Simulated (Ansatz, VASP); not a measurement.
# Zr2C: VASP beside Ansatz

```
Zr C
1.0
     1.66773    0.96287    5.38287
    -1.66773    0.96287    5.38287
     0.00000   -1.92573    5.38287
Zr C
2 1
Direct
  0.25557 0.25557 0.25557
  0.74443 0.74443 0.74443
  0.00000 0.00000 0.00000
```

Change from the starting cell: species swapped into the Ba2N type (R-3m, No. 166).

Alike in both runs: functional PBE; k mesh 18 × 18 × 18; occupations gaussian, width 0.1 eV; no spin polarisation.

Ansatz relaxed the structure, and its values are those at the end. VASP's run is a single point on that final structure, the one shown.

|  | VASP | Ansatz |
| --- | --- | --- |
| version | VASP 6.6.1 | Ansatz 0.2.0 |
| potentials or method | VASP PAW PBE potentials, release 64 (Zr_sv, C) | scalar-relativistic, plane waves, PAW |
| plane-wave cutoff (eV) | 520 | 420 |
| valence electrons in the cell | 28 | 28 |

Ansatz gave:

```
gap on the k mesh at the Fermi level (eV) : none
pressure (GPa)                            : 0.0
rms of the force components (eV/Å)        : 0.001
```

Q: Which values does VASP return?

A: gap on the k mesh at the Fermi level (eV): none; pressure (GPa): 0.1; rms of the force components (eV/Å): 0.007.

A gap of «none» marks a metal or a gap that the smearing closes. With one functional, cell and mesh, what is left measures potentials, basis and numerics.
